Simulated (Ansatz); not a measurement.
CdS:

```xyz
2
Lattice="0.0000 2.7532 2.7532 2.7532 0.0000 2.7532 2.7532 2.7532 0.0000" Properties=species:S:1:pos:R:3 pbc="T T T"
Cd    0.0000    0.0000    0.0000
S     2.7532    2.7532    2.7532
```

Measurements of this composition are mostly on another form, of space group No. 186.

* Program: Ansatz 0.2.0
* Task: relaxation of cell and atoms
* Functional: BLYP
* Dispersion: D4
* Potentials or basis: Ansatz PAW
* Cutoff: 420 eV (not typed: the program's choice for these potentials)
* k mesh: 8 × 8 × 8
* Occupations: fermi-dirac, width 0.05 eV
* Spin: no spin polarisation

At the start: volume 20.87 Å³/atom.

**Question.** How do energy, volume and symmetry change on relaxing?

**Answer.** It ends after 4 steps and the volume is 20.45 Å³/atom (-2.0 %); space group Fm-3m (No. 225, to 0.05 Å).

The path:
| step | energy change (eV) | largest force (eV/Å) | volume (Å³) |
| --- | --- | --- | --- |
| 1 | 0.0000 | 0.0000 | 41.74 |
| 2 | -0.0033 | 0.0000 | 40.42 |
| 3 | -0.0044 | 0.0000 | 40.89 |
| 4 | -0.0042 | 0.0000 | 40.89 |

Final structure:
```xyz
2
Lattice="0.0000 2.7345 2.7345 2.7345 0.0000 2.7345 2.7345 2.7345 0.0000" Properties=species:S:1:pos:R:3 pbc="T T T"
Cd    0.0000    0.0000    0.0000
S     2.7345    2.7345    2.7345
```

Caveat: the plane-wave basis is chosen anew once the cell has moved, so the energies of steps on either side of that aren't comparable; the PAW data sets come from PBE, with cores solved anew for the run's functional, which leaves a small shift of forces and pressure.
